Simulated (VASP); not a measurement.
# SiC (Moissanite 3C) (F-43m) in VASP: a series of runs

The runs below take SiC (Moissanite 3C) through band structure, with PBE, HSE06.

Program: VASP 6.6.1. These are calculated values, not measurements. Logs are shortened: lines on timing, memory, paths and dates and some standing lists are left out, and cuts for length are marked.

**Experimental background.**

From “Insight into the structural, elastic and electronic properties of a new orthorhombic 6O-SiC polytype”, 2020, pmc:7200658, for a bulk crystal of SiC: band gap 2.4 eV (indirect).

How close the calculation comes is told below.

## (1) The structure

Symmetry: F-43m, No. 216, cubic system. The conventional cell has a = 4.358 Å, b = 4.358 Å, c = 4.358 Å, α = 90.00°, β = 90.00°, γ = 90.00°. Si (site symmetry -43m) has 4 C at 1.89 Å as nearest neighbours. C (site symmetry -43m) has 4 Si at 1.89 Å as nearest neighbours.

## (2) Band structure, PBE

INCAR

```
SYSTEM = SiC
PREC     = Accurate       ! precision mode
ENCUT    = 520            ! plane-wave cutoff, eV
EDIFF    = 1E-7           ! SCF threshold, eV
ISMEAR   = 0              ! smearing method
SIGMA    = 0.03           ! smearing width, eV
LREAL    = .False.        ! projectors in reciprocal space
LASPH    = .True.         ! aspherical terms in the spheres
NELM     = 80             ! most SCF steps
ALGO     = Fast           ! electronic algorithm
ISIF     = 2              ! what is computed and relaxed
LWAVE    = .False.        ! write WAVECAR
LCHARG   = .False.        ! write CHGCAR
GGA      = PE             ! functional
KPAR     = 4
```

KPOINTS

```
Automatic mesh
0
Gamma
  6 6 6
  0 0 0
```

POSCAR

```
SiC                                     
1.0
    0.0000000000      2.1790000000      2.1790000000
    2.1790000000      0.0000000000      2.1790000000
    2.1790000000      2.1790000000      0.0000000000
  Si              C             
     1     1
Direct
     0.0000000000000000    0.0000000000000000    0.0000000000000000
     0.2500000000000000    0.2500000000000000    0.2500000000000000
```

KPOINTS_OPT

```
explicit points
6
Reciprocal
 0.0000000000  0.0000000000  0.0000000000 1
 0.3750000000  0.3750000000  0.7500000000 1
 0.5000000000  0.5000000000  0.5000000000 1
 0.6250000000  0.2500000000  0.6250000000 1
 0.5000000000  0.2500000000  0.7500000000 1
 0.5000000000  0.0000000000  0.5000000000 1
```

Potentials or basis: VASP PAW PBE potentials, release 64 (Si, C).

Command:

```
$ cat potpaw_PBE.64/Si/POTCAR potpaw_PBE.64/C/POTCAR > POTCAR
$ mpirun -np 4 vasp_std > vasp.out
```

OUTCAR:

```text
SYSTEM = SiC
   PREC = Accurate
   ENCUT = 520
   EDIFF = 1E-7
   ISMEAR = 0
   LREAL = .False.
   LASPH = .True.
   NELM = 80
   ISIF = 2
   GGA = PE

 ion  position               nearest neighbor table
   1  0.000  0.000  0.000-   2 1.89   2 1.89   2 1.89   2 1.89
   2  0.250  0.250  0.250-   1 1.89   1 1.89   1 1.89   1 1.89

  LATTYP: Found a face centered cubic cell.
 ALAT       =     4.3580000000

  Lattice vectors:

 A1 = (   0.0000000000,   2.1790000000,   2.1790000000)
 A2 = (   2.1790000000,   0.0000000000,   2.1790000000)
 A3 = (   2.1790000000,   2.1790000000,   0.0000000000)

Analysis of symmetry for initial positions (statically):
=====================================================================
 Subroutine PRICEL returns:
 Original cell was already a primitive cell.

 Routine SETGRP: Setting up the symmetry group for a
 face centered cubic supercell.

 Subroutine GETGRP returns: Found 24 space group operations
 (whereof 24 operations were pure point group operations)
 out of a pool of 48 trial point group operations.

The static configuration has the point symmetry T_d .

Analysis of symmetry for dynamics (positions and initial velocities):
=====================================================================
 Subroutine PRICEL returns:
 Original cell was already a primitive cell.

 Routine SETGRP: Setting up the symmetry group for a
 face centered cubic supercell.

 Subroutine GETGRP returns: Found 24 space group operations
 (whereof 24 operations were pure point group operations)
 out of a pool of 48 trial point group operations.

The dynamic configuration has the point symmetry T_d .

 Subroutine INISYM returns: Found 24 space group operations
 (whereof 24 operations are pure point group operations),
 and found     1 'primitive' translations

----------------------------------------------------------------------------------------

                                     Primitive cell

  volume of cell :      20.6920

  direct lattice vectors                    reciprocal lattice vectors
     0.000000000  2.179000000  2.179000000    -0.229463056  0.229463056  0.229463056
     2.179000000  0.000000000  2.179000000     0.229463056 -0.229463056  0.229463056
     2.179000000  2.179000000  0.000000000     0.229463056  0.229463056 -0.229463056

  length of vectors
[... 74 lines left out ...]
   LREAL  =      F    real-space projection
   EDIFFG = 0.1E-05   stopping-criterion for IOM
   NSW    =      0    number of steps for IOM
   IBRION =     -1    ionic relax: 0-MD 1-quasi-New 2-CG
   NFREE  =      0    steps in history (QN), initial steepest desc. (CG)
   ISIF   =      2    stress and relaxation
   ISYM   =      2    0-nonsym 1-usesym 2-fastsym
   POTIM  = 0.5000    time-step for ionic-motion
   TEBEG  =    0.0;   TEEND  =   0.0 temperature during run
   PSTRESS=    0.0 pullay stress
   NELECT =       8.0000    total number of electrons
   NUPDOWN=      -1.0000    fix difference up-down
   EMIN   =  10.00;   EMAX   =-10.00  energy-range for DOS
   EFERMI =   0.00;   METHOD = LEGACY
   ISMEAR =     0;   SIGMA  =   0.03  broadening in eV -4-tet -1-fermi 0-gaus
   EFERMI_NEDOS =   21; number of points for ismear=-14 and -15
   IALGO  =     68    algorithm
   IMIX   =      4    mixing-type and parameters
     AMIX     =   0.40;   BMIX     =  1.00
     AMIX_MAG =   1.60;   BMIX_MAG =  1.00
  volume/ion in A,a.u.               =      10.35        69.82
  Fermi-wavevector in a.u.,A,eV,Ry     =   1.192626  2.253736 19.352338  1.422357
  Thomas-Fermi vector in A             =   2.328660
   LORBIT       =      0    0 simple, 1 ext, 2 COOP (PROOUT), +10 PAW based schemes
   GGA     = PE    functional components
   LHFCALC =     F    Hartree Fock is set to
   AEXX    =    0.0000 exact exchange contribution
   IVDW    =     0    specifies the selected vdW correction
   LEPSILON=     F    determine dielectric tensor
   LRPA    =     F    only Hartree local field effects (RPA)
 non-spin polarized calculation
 RMM-DIIS sequential band-by-band and
 Gauss-broadening in eV      SIGMA  =   0.03
  energy-cutoff  :      520.00
  volume of cell :       20.69
 maximum number of plane-waves:       568
   NGX = 11   NGY = 11   NGZ = 11

 number of electron       8.0000001 magnetization

 Free energy of the ion-electron system (eV)
  ---------------------------------------------------
  ext. energy  EPLUGINS =         0.00000000
  ---------------------------------------------------
  free energy    TOTEN  =       -15.04710649 eV

  energy without entropy =      -15.04710649  energy(sigma->0) =      -15.04710649

 E-fermi :   8.2611     XC(G=0): -11.3541

 val. band max:        8.1145155001   @ k =   0.0000   0.0000   0.0000
 cond. band min:       9.4654084712   @ k =   0.5000   0.5000   0.0000
 fundamental gap:      1.3508929711
 Fermi energy:         8.2610773456

 k-point     1 :       0.0000    0.0000    0.0000
  band No.  band energies     occupation
      1      -7.2921      2.00000
      2       8.1145      2.00000
      3       8.1145      2.00000
      4       8.1145      2.00000
      5      14.3472      0.00000
      6      15.4154      0.00000
      7      15.4154      0.00000
      8      15.4154      0.00000
[... 155 lines left out ...]
 k-point    16 :      -0.3333    0.5000    0.1667
  band No.  band energies     occupation
      1      -2.1032      2.00000
      2       0.8250      2.00000
      3       3.6065      2.00000
      4       3.7306      2.00000
      5      12.1029      0.00000
      6      15.2021      0.00000
      7      18.9440      0.00000
      8      20.3220      0.00000

------------------------ aborting loop because EDIFF is reached ----------------------------------------

  FORCE on cell =-STRESS in cart. coord.  units (eV):
  Direction    XX          YY          ZZ          XY          YZ          ZX
  --------------------------------------------------------------------------------------
  -------------------------------------------------------------------------------------
  Total        0.4198715      0.4198715      0.4198715      0.0000000      0.0000000     -0.0000000
  in kB       32.5106233     32.5106233     32.5106233      0.0000000      0.0000000     -0.0000000
  external PRESSURE =      32.5106233 kB  Pullay stress =       0.0000000 kB

 VOLUME and BASIS-vectors are now :
 -----------------------------------------------------------------------------
  energy-cutoff  :      520.00
  volume of cell :       20.69
      direct lattice vectors                 reciprocal lattice vectors
     0.000000000  2.179000000  2.179000000    -0.229463056  0.229463056  0.229463056
     2.179000000  0.000000000  2.179000000     0.229463056 -0.229463056  0.229463056
     2.179000000  2.179000000  0.000000000     0.229463056  0.229463056 -0.229463056

 POSITION                                       TOTAL-FORCE (eV/Angst)
 -----------------------------------------------------------------------------------
      0.00000      0.00000      0.00000         0.000000      0.000000      0.000000
      1.08950      1.08950      1.08950        -0.000000     -0.000000     -0.000000
 -----------------------------------------------------------------------------------
    total drift:                                0.000000      0.000000      0.000000

  FREE ENERGIE OF THE ION-ELECTRON SYSTEM (eV)
  ---------------------------------------------------
  free  energy   TOTEN  =       -15.0471064927 eV

  energy  without entropy=      -15.0471064927  energy(sigma->0) =      -15.04710649
```

stdout:

```text
POSCAR found type information on POSCAR SiC
 POSCAR found :  2 types and       2 ions
 scaLAPACK will be used
 LDA part: xc-table for (Slater+PW92), standard interpolation
 POSCAR, INCAR and KPOINTS ok, starting setup
 FFT: planning ... GRIDC
 FFT: planning ... GRID_SOFT
 FFT: planning ... GRID
 WAVECAR not read
 entering main loop
 Start KPOINTS_OPT (optional k-point list driver)
k-point batch [1-6\6]
```

Run time: 2.9 s. Hardware: 4 MPI ranks of Intel Xeon Platinum 8488C (Sapphire Rapids), shared host; peak memory 0.12 GiB.

Results:

```yaml
Free_energy: -15.0471 eV
Pressure: 3.3 GPa
Band_gap_on_the_k_mesh: 1.35 eV, indirect (least direct gap 4.54 eV)
Band_gap_along_the_path: 1.35 eV, indirect (least direct gap 4.54 eV)
```

Levels at points of the mesh, in eV from the valence-band top:
| k point | band 2 | band 3 | band 4 | band 5 | band 6 | band 7 |
| --- | --- | --- | --- | --- | --- | --- |
| (0.00, 0.00, 0.00) | 0.00 | 0.00 | 0.00 | 6.23 | 7.30 | 7.30 |
| (0.50, 0.00, 0.00) | -8.54 | -1.05 | -1.05 | 5.43 | 7.22 | 7.22 |
| (0.50, 0.50, 0.00) | -7.80 | -3.19 | -3.19 | 1.35 | 4.32 | 14.03 |

## (3) Band structure, HSE06

POSCAR is that of step 2.

INCAR.step1

```
SYSTEM = SiC
PREC     = Accurate       ! precision mode
ENCUT    = 520            ! plane-wave cutoff, eV
EDIFF    = 1E-5           ! SCF threshold, eV
ISMEAR   = 0              ! smearing method
SIGMA    = 0.03           ! smearing width, eV
LREAL    = .False.        ! projectors in reciprocal space
LASPH    = .True.         ! aspherical terms in the spheres
NELM     = 80             ! most SCF steps
ALGO     = Normal         ! electronic algorithm
ISIF     = 2              ! what is computed and relaxed
LWAVE    = .True.         ! write WAVECAR
LCHARG   = .False.        ! write CHGCAR
KPAR     = 4            
GGA      = PE             ! functional
```

INCAR.step2

```
SYSTEM = SiC
PREC     = Accurate       ! precision mode
ENCUT    = 520            ! plane-wave cutoff, eV
EDIFF    = 1E-7           ! SCF threshold, eV
ISMEAR   = 0              ! smearing method
SIGMA    = 0.03           ! smearing width, eV
LREAL    = .False.        ! projectors in reciprocal space
LASPH    = .True.         ! aspherical terms in the spheres
NELM     = 80             ! most SCF steps
ALGO     = Normal         ! electronic algorithm
ISIF     = 2              ! what is computed and relaxed
LWAVE    = .False.        ! write WAVECAR
LCHARG   = .False.        ! write CHGCAR
GGA      = PE             ! functional
LHFCALC  = .True.         ! exact exchange
HFSCREEN = 0.2            ! screening, 1/A
PRECFOCK = Fast         
KPAR     = 4            
ISTART   = 1
```

KPOINTS is that of step 2.

KPOINTS_OPT is that of step 2.

Potentials or basis: VASP PAW PBE potentials, release 64 (Si, C).

Command:

```
$ cat potpaw_PBE.64/Si/POTCAR potpaw_PBE.64/C/POTCAR > POTCAR
$ cp INCAR.step1 INCAR
$ mpirun -np 4 vasp_std > vasp.out
$ cp INCAR.step2 INCAR
$ mpirun -np 4 vasp_std > vasp.out
```

Wall time 44 s (4 MPI ranks of Intel Xeon Platinum 8488C (Sapphire Rapids), shared host); peak memory 0.23 GiB.

The run converged. Its results:

```
Free energy             : -17.4528 eV
Pressure                : -1.8 GPa
Band gap on the k mesh  : 2.25 eV, indirect (least direct gap 5.75 eV)
Band gap along the path : 2.25 eV, indirect (least direct gap 5.75 eV)
```

Levels at points of the mesh, in eV from the valence-band top:
```csv
k point,band 1,band 2,band 3,band 4,band 5,band 6,band 7,band 8
"(0.00, 0.00, 0.00)",-16.99,0.00,0.00,0.00,7.56,8.61,8.61,8.61
"(0.50, 0.00, 0.00)",-13.14,-9.36,-1.16,-1.16,6.66,8.50,8.50,11.58
"(0.50, 0.50, 0.00)",-11.58,-8.54,-3.50,-3.50,2.25,5.39,15.96,15.96
```

Caveat: the PAW data sets were made with another functional, which shifts forces and pressure a little.

## (4) How close it comes

Step 2. Against the measured gap of SiC, 2.4 eV (indirect; quoted in “Insight into the structural, elastic and electronic properties of a new orthorhombic 6O-SiC polytype”, 2020, pmc:7200658), the calculated 1.35 eV is off by -1.05 eV. The value is that of PBE, without temperature or zero-point motion. Semilocal functionals fall short of measured gaps as a rule.

Step 3. Measured gap of SiC: 2.4 eV (indirect; quoted in “Insight into the structural, elastic and electronic properties of a new orthorhombic 6O-SiC polytype”, 2020, pmc:7200658). This calculation gives 2.25 eV (-0.15 eV). The value is that of HSE06, without temperature or zero-point motion.
